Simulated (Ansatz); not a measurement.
# Li: hydrostatic pressure series

All numbers below come from Ansatz, DFT r2SCAN, scalar-relativistic, plane waves, PAW. Settings: 500 eV cutoff, 16×16×16 k-mesh, Gaussian smearing of 0.10 eV, no spin polarisation.

Reference structure (relaxed):

```
CELL_PARAMETERS angstrom
0.00000 2.18820 2.18820
2.18820 0.00000 2.18820
2.18820 2.18820 0.00000
ATOMIC_POSITIONS crystal
Li 0.00000 0.00000 0.00000
```

Cell and atoms are relaxed at each pressure within the symmetry of the start, at zero temperature, so transitions that lower the symmetry aren't seen. The k-mesh given is that at zero pressure and may differ at others. a, b and c are the lengths of the cell vectors above.

```tsv
P (GPa)	V (Å³/atom)	V/V0	a (Å)	b (Å)	c (Å)
-1	22.81	1.088	3.183	3.183	3.183
0	20.96	1.000	3.095	3.095	3.095
1	19.53	0.932	3.023	3.023	3.023
4	16.88	0.805	2.879	2.879	2.879
12	13.48	0.643	2.671	2.671	2.671
25	10.94	0.522	2.492	2.492	2.492
50	8.69	0.415	2.308	2.308	2.308
90	6.99	0.334	2.146	2.146	2.146
```

What bulk modulus and pressure derivative fit these points?

A third-order Birch–Murnaghan fit gives B0 = 12 GPa and B0' = 3.7.

This fcc form isn't the element's structure at ambient conditions.